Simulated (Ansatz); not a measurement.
## RbCl: projected DOS by orbital

```yaml
crystal:
  lattice:
    - [0.00000, 3.34896, 3.34896]
    - [3.34896, 0.00000, 3.34896]
    - [3.34896, 3.34896, 0.00000]
  atoms:
    - { symbol: Rb, position: [0.00000, 0.00000, 0.00000] }
    - { symbol: Cl, position: [0.50000, 0.50000, 0.50000] }
```

Atom numbers follow the list: Rb1, Cl2.

The cell was built from the rocksalt type and relaxed in the same program, and has space group Fm-3m; it needn't be a known or the stable phase.

These are results of DFT, PBE, all-electron LAPW, scalar-relativistic in Ansatz 0.2.0, not measurements.

The runs use a Γ-centred 10×10×10 k mesh, Fermi–Dirac smearing of 0.05 eV, basis error target 1 meV/atom, no spin polarisation.

States per eV for one atom of each kind, in 0.4 eV bins named by their centres, from the valence-band top, projected on a minimal set of Löwdin-orthogonalised atomic shells; orbitals are real harmonics on the Cartesian axes, equal curves share a column, and empty bins are left out, as is all above 7.6 eV, near the top of the computed bands.

Rb1 4p:

```
# E all pz=px=py
-8.2 14.77 4.92
-0.6 0.03 0.01
-0.2 0.10 0.03
6.6 0.01 0.00
7.0 0.01 0.00
```

Cl2 3p:

```
# E all pz=px=py
-8.2 0.12 0.04
-0.6 4.00 1.33
-0.2 10.38 3.46
5.4 0.01 0.00
5.8 0.01 0.00
6.2 0.03 0.01
6.6 0.04 0.01
7.0 0.05 0.02
7.4 0.08 0.03
```

Rb1 5s:

```
# E all
-8.2 0.02
-0.6 0.32
-0.2 0.02
5.0 0.04
5.4 0.11
5.8 0.18
6.2 0.27
6.6 0.41
7.0 0.55
7.4 0.85
```
